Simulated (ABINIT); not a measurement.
ZrSe2:

```
CELL_PARAMETERS angstrom
3.79800 0.00000 0.00000
-1.89900 3.28916 0.00000
0.00000 0.00000 6.19200
ATOMIC_POSITIONS crystal
Zr 0.00000 0.00000 0.00000
Se 0.66667 0.33333 0.75000
Se 0.33333 0.66667 0.25000
```

Base run:

```yaml
Program: ABINIT 10.8.3 (patched build)
Functional: PBE
Potentials_or_basis: JTH PAW PBE v2.0
Cutoff: 463 eV
k_mesh: 8 × 8 × 5
Occupations: fermi-dirac, width 0.05 eV
Spin: no spin polarisation
```

Its results: band gap on the k mesh 0.41 eV, indirect (least direct gap 1.06 eV); pressure 1.9 GPa; largest force 0.278 eV/Å.

**Question.** The run is repeated on the same cell with these changes: functional from PBE to AM05. What comes out?

**Answer.** Band gap on the k mesh 0.38 eV, indirect (least direct gap 1.04 eV); pressure -0.9 GPa; largest force 0.004 eV/Å.

AM05 binds more tightly than PBE, so the same cell stands under less pressure.

Caveats: this functional lacks dispersion, which binds the layers, so the pressure and a relaxed spacing across them are unreliable; the PAW data sets were made with another functional, which shifts forces and pressure a little (some runs).

A k mesh can miss the band edges.
